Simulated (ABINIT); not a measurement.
# BaTe (Fm-3m): G0W0 in ABINIT against the bands in the screening

Wanted: the cheapest bands in the screening that holds the gap of BaTe (Fm-3m).

Method: PBE and many-body steps on it, plane waves, in ABINIT 10.8.3.

Most raw output is cut from this account.

The database entry behind the starting cell differs from later determinations by our own check (about 0.2 % short), so it need not match the best structure at ambient conditions.

## Step 1: Set-up

It takes space group Fm-3m (No. 225, cubic). Conventional cell: a = 6.986 Å, b = 6.986 Å, c = 6.986 Å, α = 90.00°, β = 90.00°, γ = 90.00°. Nearest to Ba lie 6 Te at 3.49 Å. Nearest to Te lie 6 Ba at 3.49 Å. Farther neighbours and most contacts between anions are not listed.

Coordinates:

```cif
data_structure
_symmetry_space_group_name_H-M 'Fm-3m'
_symmetry_Int_Tables_number 225
_cell_length_a 6.9860
_cell_length_b 6.9860
_cell_length_c 6.9860
_cell_angle_alpha 90.000
_cell_angle_beta 90.000
_cell_angle_gamma 90.000
_cell_volume 340.95
loop_
_atom_site_label
_atom_site_type_symbol
_atom_site_symmetry_multiplicity
_atom_site_Wyckoff_symbol
_atom_site_fract_x
_atom_site_fract_y
_atom_site_fract_z
_atom_site_occupancy
Ba1 Ba 4 a 0.00000 0.00000 0.00000 1
Te1 Te 4 b 0.50000 0.00000 0.00000 1
```

The cell and positions come from the Crystallography Open Database and are kept as given unless a step says otherwise. Spin-orbit coupling is left out unless a step names it.

## Step 2: Screening, 2×2×2 mesh, 21 bands, screening to 106.1 eV

This step: ABINIT 10.8.3; RPA screening on PBE, plane waves, norm-conserving pseudopotentials.

The RPA dielectric matrix is built and inverted for each q.

The input, run.abi:

```
acell 3*1.0 Angstrom
rprim 
  -0.000000000000 3.493000000000 3.493000000000
  3.493000000000 -0.000000000000 3.493000000000
  3.493000000000 3.493000000000 -0.000000000000
ntypat 2
znucl 56 52
natom 2
typat 1 2
xred 
  0.000000000000 0.000000000000 0.000000000000
  0.500000000000 0.500000000000 0.500000000000
pp_dirpath "pseudos"
pseudos "Ba.upf, Te.upf"
ecut 34
ngkpt 2 2 2
nshiftk 1
shiftk 0 0 0
kptopt 1
chksymbreak 0
istwfk *1
occopt 1
irdwfk 1
optdriver 3
nband 21
ecuteps 3.9
inclvkb 2
awtr 1
symchi 1
indata_prefix "in"
outdata_prefix "out"
tmpdata_prefix "tmp"
```

Run with:

```
OMP_NUM_THREADS=1 mpirun -n 4 abinit run.abi > log
```

The job ended after 4.6 s (4 MPI ranks of Arm Neoverse N1, shared host; peak memory 0.19 GiB).

Numbers from this step:

```
ε∞ with local fields, on this mesh, along the program's q direction : 11.62
the same without local fields                                       : 14.03
plasma frequency                                                    : 20.51 eV
plane waves in the screening matrix                                 : 181
```

Local fields lower ε∞ by 17 %. On a Γ-centred mesh this coarse the value itself is usually too large, while a short band sum pulls it down.

## Step 3: 21 bands

The self-energy is evaluated for the states that the input lists, and the levels follow from it, in one-shot runs by the linearised quasiparticle equation.

This step: G0W0 on PBE, plane waves, norm-conserving pseudopotentials.

Edit run.abi of step 2 so:

```diff
@@ -23,8 +23,17 @@
 irdwfk 1
-optdriver 3
-nband 21
+optdriver 4
+nband 48
+gwcalctyp 0
+ecutsigx 34
+symsigma 1
+nkptgw 2
+kptgw 
+  0.0000000000 0.0000000000 0.0000000000
+  0.5000000000 0.5000000000 0.0000000000
+bdgw 
+  11 17
+  12 15
 ecuteps 3.9
-inclvkb 2
-awtr 1
-symchi 1
+irdscr 1
+ppmodel 1
 indata_prefix "in"
```

The job ended after 6.5 s (4 MPI ranks; peak memory 0.68 GiB; 26 s of CPU time).

This step gave:

| Item | Value |
| --- | --- |
| G0W0 gap on the points computed | 2.964 eV |
| starting gap on the mesh | 1.541 eV |
| k of the valence top | 0, 0, 0 |
| k of the conduction bottom | 0.5, 0.5, 0 |
| Z at the valence top | 0.806 |
| Z at the conduction bottom | 0.821 |
| least direct G0W0 gap on the computed points | 3.344 eV |

The gap on the mesh goes from 1.54 eV to 2.96 eV, a correction of +1.42 eV.

## Step 4: Screening, 2×2×2 mesh, 48 bands, screening to 106.1 eV

This step: RPA screening on PBE, plane waves, norm-conserving pseudopotentials.

Edit run.abi of step 3 so:

```diff
@@ -23,17 +23,8 @@
 irdwfk 1
-optdriver 4
+optdriver 3
 nband 48
-gwcalctyp 0
-ecutsigx 34
-symsigma 1
-nkptgw 2
-kptgw 
-  0.0000000000 0.0000000000 0.0000000000
-  0.5000000000 0.5000000000 0.0000000000
-bdgw 
-  11 17
-  12 15
 ecuteps 3.9
-irdscr 1
-ppmodel 1
+inclvkb 2
+awtr 1
+symchi 1
 indata_prefix "in"
```

It took 6.6 s on 4 MPI ranks; peak memory 0.6 GiB; 26 s of CPU time.

Numbers from this step:

```yaml
eps_infinity_with_local_fields_on_this_mesh_along_the_program_s_q_direction: 11.84
the_same_without_local_fields: 14.26
plasma_frequency: 20.51 eV
plane_waves_in_the_screening_matrix: 181
```

## Step 5: 48 bands

This step: G0W0 on PBE, plane waves, norm-conserving pseudopotentials.

Edit run.abi of step 4 so:

```diff
@@ -23,8 +23,17 @@
 irdwfk 1
-optdriver 3
+optdriver 4
 nband 48
+gwcalctyp 0
+ecutsigx 34
+symsigma 1
+nkptgw 2
+kptgw 
+  0.0000000000 0.0000000000 0.0000000000
+  0.5000000000 0.5000000000 0.0000000000
+bdgw 
+  11 17
+  12 15
 ecuteps 3.9
-inclvkb 2
-awtr 1
-symchi 1
+irdscr 1
+ppmodel 1
 indata_prefix "in"
```

Elapsed: 6.5 s, on 4 MPI ranks; peak memory 0.68 GiB; 26 s of CPU time.

Numbers from this step:

```
G0W0 gap on the points computed              : 2.602 eV
starting gap on the mesh                     : 1.541 eV
k of the valence top                         : 0, 0, 0
k of the conduction bottom                   : 0.5, 0.5, 0
Z at the valence top                         : 0.802
Z at the conduction bottom                   : 0.819
least direct G0W0 gap on the computed points : 2.984 eV
```

Against the run before, the gap moves by −0.362 eV.

## Step 6: Screening, 2×2×2 mesh, 94 bands, screening to 106.1 eV

This step: RPA screening on PBE, plane waves, norm-conserving pseudopotentials.

Edit run.abi of step 5 so:

```diff
@@ -23,17 +23,8 @@
 irdwfk 1
-optdriver 4
-nband 48
-gwcalctyp 0
-ecutsigx 34
-symsigma 1
-nkptgw 2
-kptgw 
-  0.0000000000 0.0000000000 0.0000000000
-  0.5000000000 0.5000000000 0.0000000000
-bdgw 
-  11 17
-  12 15
+optdriver 3
+nband 94
 ecuteps 3.9
-irdscr 1
-ppmodel 1
+inclvkb 2
+awtr 1
+symchi 1
 indata_prefix "in"
```

It took 9.9 s on 4 MPI ranks; peak memory 0.7 GiB.

This step gave:

```yaml
eps_infinity_with_local_fields_on_this_mesh_along_the_program_s_q_direction: 11.87
the_same_without_local_fields: 14.28
plasma_frequency: 20.51 eV
plane_waves_in_the_screening_matrix: 181
```

## Step 7: 94 bands

This step: G0W0 on PBE, plane waves, norm-conserving pseudopotentials.

Edit run.abi of step 6 so:

```diff
@@ -23,8 +23,17 @@
 irdwfk 1
-optdriver 3
-nband 94
+optdriver 4
+nband 48
+gwcalctyp 0
+ecutsigx 34
+symsigma 1
+nkptgw 2
+kptgw 
+  0.0000000000 0.0000000000 0.0000000000
+  0.5000000000 0.5000000000 0.0000000000
+bdgw 
+  11 17
+  12 15
 ecuteps 3.9
-inclvkb 2
-awtr 1
-symchi 1
+irdscr 1
+ppmodel 1
 indata_prefix "in"
```

The job ended after 6.5 s (4 MPI ranks; peak memory 0.68 GiB).

This step gave:

| Property | Result |
| --- | --- |
| G0W0 gap on the points computed | 2.571 eV |
| starting gap on the mesh | 1.541 eV |
| k of the valence top | 0, 0, 0 |
| k of the conduction bottom | 0.5, 0.5, 0 |
| least direct G0W0 gap on the computed points | 2.956 eV |

Against the run before, the gap moves by −0.031 eV.

## Step 8: Side by side

Times are wall times on 4 MPI ranks of Arm Neoverse N1, shared host, good to a factor of about two. A run's time includes the screening step that it read.

| run | mesh | bands | screening cutoff (eV) | DFT gap (eV) | gap on the mesh (eV) | direct (eV) | ε∞ used | time |
| --- | --- | --- | --- | --- | --- | --- | --- | --- |
| 21 bands | 2×2×2 | 48 | 106.1 | 1.541 | 2.964 | 3.344 | 11.62 | 11 s |
| 48 bands | 2×2×2 | 48 | 106.1 | 1.541 | 2.602 | 2.984 | 11.84 | 13 s |
| 94 bands | 2×2×2 | 48 | 106.1 | 1.541 | 2.571 | 2.956 | 11.87 | 16 s |

## Step 9: Summary of results

```yaml
21_bands: 2.964 eV
48_bands: 2.602 eV
94_bands: 2.571 eV
known_limits: not at the basis limit; exchange with frozen shells missing; no spin-orbit coupling; coarse k mesh
```

In words: The setting moved: bands in the screening. From 21 bands to 94 bands the gap moves by −0.39 eV. The last step still moves it by −0.031 eV. Bands and screening cutoff are coupled, so a series along one setting does not show full convergence. Bands and cutoff are finite, so the gap is not at the basis limit. The miss can reach some tenths of an eV and take either sign; the mesh is an error of its own. In the G0W0 runs levels were corrected at 2 k points alone, so a gap called «on the mesh» is the least over those, and an edge elsewhere would be missed. The 2×2×2 mesh is coarse for this cell, which bears on the long-range parts of exchange and screening. The norm-conserving file of at least one element keeps a d shell over frozen s and p shells of the same row. Exchange with those shells is missing from the self-energy, an error of 0.3 to 0.9 eV in cases checked, whose sign depends on which edge lies on those atoms. The many-body steps are scalar-relativistic: spin-orbit coupling is not in them.

[Paths, hosts, dates, memory and timing lines, banners, echoed tables and standing remarks are left out of the program output.]

[Logs are printed without paths, hosts, clocks, repeated set-up lines and the standing remarks that a program may print on its own settings, such as how far it seeks lower states.]

[Runs of the session that timed out or met a known fault of the program may be left out.]

[Hosts, paths, dates, database ids (printed as entryN), source tags and the programs' standing remarks are cut or masked in the printed files.]

[G0W0 gaps are taken among the corrected bands and points alone; a level outside them can change the order at an edge.]

[Where Ansatz stands beside ABINIT at settings called matched, ABINIT's density can come from a denser mesh and the files from another edition; pairs whose starting gaps differed by over 0.03 eV were left out, so agreement reads better than it is.]
